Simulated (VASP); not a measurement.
# AlN (P6_3mc) in VASP: further runs, part 2 of 2

VASP 6.6.1.

## (3) Relaxation of cell and atoms, PBE

This run uses another cell than the first one, of 10.61 Å³/atom, 1.015 times its volume.

Contents of INCAR:

```
SYSTEM = AlN
PREC = Accurate
ENCUT = 520
EDIFF = 1E-7
ISMEAR = 0
SIGMA = 0.02
LREAL = .False.
LASPH = .True.
NELM = 80
ALGO = Normal
ISIF = 3
LWAVE = .False.
LCHARG = .False.
GGA = PE
IBRION = 2
NSW = 80
EDIFFG = -0.002
```

Contents of KPOINTS:

```
Automatic mesh
0
Gamma
  3 3 1
  0 0 0
```

Contents of POSCAR:

```
AlN                                     
1.0
    3.1518082879      0.0000000000     -0.0000000000
   -1.5759041440      2.7295460431      0.0000000000
    0.0000000000      0.0000000000      4.9339071426
  Al              N             
     2     2
Direct
     0.3333333300000021    0.6666666699999979    0.9961855878091893
     0.6666666699999979    0.3333333300000021    0.4961855878091894
     0.3333333300000021    0.6666666699999979    0.3838144121908132
     0.6666666699999979    0.3333333300000021    0.8838144121908132
```

Potentials or basis: VASP PAW PBE potentials, release 64 (Al, N).

Run with:

```sh
cat potpaw_PBE.64/Al/POTCAR potpaw_PBE.64/N/POTCAR > POTCAR
mpirun -np 1 vasp_std > vasp.out
```

OUTCAR:

```text
SYSTEM = AlN
   PREC = Accurate
   ENCUT = 520
   EDIFF = 1E-7
   ISMEAR = 0
   LREAL = .False.
   LASPH = .True.
   NELM = 80
   ISIF = 3
   GGA = PE
   IBRION = 2
   NSW = 80
   EDIFFG = -0.002

 ion  position               nearest neighbor table
   1  0.333  0.667  0.996-   4 1.90   4 1.90   4 1.90   3 1.91   2 3.07   2 3.07   2 3.07   2 3.07
                             2 3.07   2 3.07
   2  0.667  0.333  0.496-   3 1.90   3 1.90   3 1.90   4 1.91   1 3.07   1 3.07   1 3.07   1 3.07
                             1 3.07   1 3.07
   3  0.333  0.667  0.384-   2 1.90   2 1.90   2 1.90   1 1.91
   4  0.667  0.333  0.884-   1 1.90   1 1.90   1 1.90   2 1.91

  LATTYP: Found a hexagonal cell.
 ALAT       =     3.1518082879
 C/A-ratio  =     1.5654210827

  Lattice vectors:

 A1 = (   3.1518082879,   0.0000000000,   0.0000000000)
 A2 = (  -1.5759041440,   2.7295460431,   0.0000000000)
 A3 = (   0.0000000000,   0.0000000000,   4.9339071426)

Analysis of symmetry for initial positions (statically):
=====================================================================
 Subroutine PRICEL returns:
 Original cell was already a primitive cell.

 Routine SETGRP: Setting up the symmetry group for a
 hexagonal supercell.

 Subroutine GETGRP returns: Found 12 space group operations
 (whereof  6 operations were pure point group operations)
 out of a pool of 24 trial point group operations.

The static configuration has the point symmetry C_3v.
 The point group associated with its full space group is C_6v.

Analysis of symmetry for dynamics (positions and initial velocities):
=====================================================================
 Subroutine PRICEL returns:
 Original cell was already a primitive cell.

 Routine SETGRP: Setting up the symmetry group for a
 hexagonal supercell.

 Subroutine GETGRP returns: Found 12 space group operations
 (whereof  6 operations were pure point group operations)
 out of a pool of 24 trial point group operations.

The dynamic configuration has the point symmetry C_3v.
 The point group associated with its full space group is C_6v.

 Subroutine INISYM returns: Found 12 space group operations
 (whereof  6 operations are pure point group operations),
 and found     1 'primitive' translations

----------------------------------------------------------------------------------------

                                     Primitive cell

  volume of cell :      42.4464

  direct lattice vectors                    reciprocal lattice vectors
     3.151808288  0.000000000  0.000000000     0.317278181  0.183180643  0.000000000
    -1.575904144  2.729546043  0.000000000     0.000000000  0.366361287  0.000000000
     0.000000000  0.000000000  4.933907143     0.000000000  0.000000000  0.202679129

  length of vectors
     3.151808288  3.151808286  4.933907143     0.366361286  0.366361287  0.202679129

  position of ions in fractional coordinates (direct lattice)
     0.333333330  0.666666670  0.996185588
     0.666666670  0.333333330  0.496185588
     0.333333330  0.666666670  0.383814412
     0.666666670  0.333333330  0.883814412

  ion indices of the primitive-cell ions
   primitive index   ion index
[... 38 lines left out ...]
   total plane-waves  NPLWV =  23040
   dimension x,y,z NGX =    24 NGY =   24 NGZ =   40
   dimension x,y,z NGXF=    48 NGYF=   48 NGZF=   80
   ions per type =               2   2
   NGX,Y,Z   is equivalent  to a cutoff of  12.66, 12.66, 13.48 a.u.
   NGXF,Y,Z  is equivalent  to a cutoff of  25.32, 25.32, 26.96 a.u.
 SYSTEM =  AlN
   PREC   = accura    normal or accurate (medium, high low for compatibility)
   ISTART =      0    job   : 0-new  1-cont  2-samecut
   ICHARG =      2    charge: 1-file 2-atom 10-const
   ISPIN  =      1    spin polarized calculation?
   LNONCOLLINEAR =      F non collinear calculations
   LSORBIT =      F    spin-orbit coupling
   LASPH  =      T    aspherical Exc in radial PAW
   ENCUT  =  520.0 eV  38.22 Ry    6.18 a.u.   5.86  5.86  9.17*2*pi/ulx,y,z
   NELM   =     80;   NELMIN=  2; NELMDL= -5     # of ELM steps
   EDIFF  = 0.1E-06   stopping-criterion for ELM
   LREAL  =      F    real-space projection
   EDIFFG = -.2E-02   stopping-criterion for IOM
   NSW    =     80    number of steps for IOM
   IBRION =      2    ionic relax: 0-MD 1-quasi-New 2-CG
   NFREE  =      1    steps in history (QN), initial steepest desc. (CG)
   ISIF   =      3    stress and relaxation
   ISYM   =      2    0-nonsym 1-usesym 2-fastsym
   POTIM  = 0.5000    time-step for ionic-motion
   TEBEG  =    0.0;   TEEND  =   0.0 temperature during run
   PSTRESS=    0.0 pullay stress
   NELECT =      16.0000    total number of electrons
   NUPDOWN=      -1.0000    fix difference up-down
   EMIN   =  10.00;   EMAX   =-10.00  energy-range for DOS
   EFERMI =   0.00;   METHOD = LEGACY
   ISMEAR =     0;   SIGMA  =   0.02  broadening in eV -4-tet -1-fermi 0-gaus
   EFERMI_NEDOS =   21; number of points for ismear=-14 and -15
   IALGO  =     38    algorithm
   IMIX   =      4    mixing-type and parameters
     AMIX     =   0.40;   BMIX     =  1.00
     AMIX_MAG =   1.60;   BMIX_MAG =  1.00
  volume/ion in A,a.u.               =      10.61        71.61
  Fermi-wavevector in a.u.,A,eV,Ry     =   1.182591  2.234772 19.028027  1.398521
  Thomas-Fermi vector in A             =   2.318842
   LORBIT       =      0    0 simple, 1 ext, 2 COOP (PROOUT), +10 PAW based schemes
   GGA     = PE    functional components
   LHFCALC =     F    Hartree Fock is set to
   AEXX    =    0.0000 exact exchange contribution
   IVDW    =     0    specifies the selected vdW correction
   LEPSILON=     F    determine dielectric tensor
   LRPA    =     F    only Hartree local field effects (RPA)
 conjugate gradient relaxation of ions
 non-spin polarized calculation
 Gauss-broadening in eV      SIGMA  =   0.02
  energy-cutoff  :      520.00
  volume of cell :       42.45
 maximum number of plane-waves:      1164
 NGX is ok and might be reduce to    24
   NGX = 11   NGY = 11   NGZ = 19

 number of electron      16.0000000 magnetization

 Free energy of the ion-electron system (eV)
  ---------------------------------------------------
  ext. energy  EPLUGINS =         0.00000000
  ---------------------------------------------------
  free energy    TOTEN  =       -29.81775361 eV

  energy without entropy =      -29.81775361  energy(sigma->0) =      -29.81775361

 E-fermi :   6.2731     XC(G=0): -10.8284

 val. band max:        6.1847477459   @ k =   0.0000   0.0000   0.0000
 cond. band min:      10.1019070976   @ k =   0.0000   0.0000   0.0000
 fundamental gap:      3.9171593517
 Fermi energy:         6.2731398472

 k-point     1 :       0.0000    0.0000    0.0000
  band No.  band energies     occupation
      1      -9.0759      2.00000
      2      -6.8844      2.00000
      3       0.1884      2.00000
      4       5.0378      2.00000
      5       5.0378      2.00000
      6       5.7495      2.00000
      7       5.7495      2.00000
      8       6.1847      2.00000
      9      10.1019      0.00000
     10      12.3444      0.00000
     11      16.6837      0.00000
     12      16.8260      0.00000
[... 16 lines left out ...]
 k-point     3 :       0.3333    0.3333    0.0000
  band No.  band energies     occupation
      1      -6.6551      2.00000
      2      -6.6551      2.00000
      3       1.2245      2.00000
      4       2.2572      2.00000
      5       2.2572      2.00000
      6       3.6625      2.00000
      7       3.6947      2.00000
      8       3.6947      2.00000
      9      11.2205      0.00000
     10      14.2436      0.00000
     11      15.5390      0.00000
     12      15.5390      0.00000

------------------------ aborting loop because EDIFF is reached ----------------------------------------

  FORCE on cell =-STRESS in cart. coord.  units (eV):
  Direction    XX          YY          ZZ          XY          YZ          ZX
  --------------------------------------------------------------------------------------
  -------------------------------------------------------------------------------------
  Total        0.0071598      0.0071598      0.0006202     -0.0000000      0.0000000     -0.0000000
  in kB        0.2702511      0.2702511      0.0234098     -0.0000000      0.0000000     -0.0000000
  external PRESSURE =       0.1879707 kB  Pullay stress =       0.0000000 kB

 VOLUME and BASIS-vectors are now :
 -----------------------------------------------------------------------------
  energy-cutoff  :      520.00
  volume of cell :       42.45
      direct lattice vectors                 reciprocal lattice vectors
     3.151808288  0.000000000  0.000000000     0.317278181  0.183180643  0.000000000
    -1.575904144  2.729546043  0.000000000     0.000000000  0.366361287  0.000000000
     0.000000000  0.000000000  4.933907143     0.000000000  0.000000000  0.202679129

 POSITION                                       TOTAL-FORCE (eV/Angst)
 -----------------------------------------------------------------------------------
     -0.00000      1.81970      4.91509        -0.000000     -0.000000     -0.000373
      1.57590      0.90985      2.44813        -0.000000     -0.000000     -0.000373
     -0.00000      1.81970      1.89370        -0.000000      0.000000      0.000373
      1.57590      0.90985      4.36066         0.000000     -0.000000      0.000373
 -----------------------------------------------------------------------------------
    total drift:                               -0.000009      0.000005     -0.000567

  FREE ENERGIE OF THE ION-ELECTRON SYSTEM (eV)
  ---------------------------------------------------
  free  energy   TOTEN  =       -29.8177536052 eV

  energy  without entropy=      -29.8177536052  energy(sigma->0) =      -29.81775361

 reached required accuracy - stopping structural energy minimisation
```

Wall time 6.3 s (1 thread of Intel Xeon Platinum 8488C (Sapphire Rapids), shared host); peak memory 0.14 GiB.

Results:

```yaml
Free_energy: -29.8178 eV
Pressure_after_relaxing: 0.0 GPa
Band_gap_on_the_k_mesh: 3.92 eV, direct
```

Final structure:
```
CELL_PARAMETERS angstrom
3.15181 0.00000 0.00000
-1.57590 2.72955 0.00000
0.00000 0.00000 4.93391
ATOMIC_POSITIONS crystal
Al 0.33333 0.66667 0.99619
Al 0.66667 0.33333 0.49619
N 0.33333 0.66667 0.38381
N 0.66667 0.33333 0.88381
```

Levels at points of the mesh, in eV from the valence-band top:
| k point | band 5 | band 6 | band 7 | band 8 | band 9 | band 10 | band 11 | band 12 |
| --- | --- | --- | --- | --- | --- | --- | --- | --- |
| (0.00, 0.00, 0.00) | -1.15 | -0.44 | -0.44 | 0.00 | 3.92 | 6.16 | 10.50 | 10.64 |

Caveat: the k mesh is coarse (spacing up to 1.27 Å⁻¹), so the values aren't converged; the relaxation stopped at its first step, so nothing moved. Expect the measured gap to be larger: semilocal functionals such as PBE lack the derivative discontinuity.
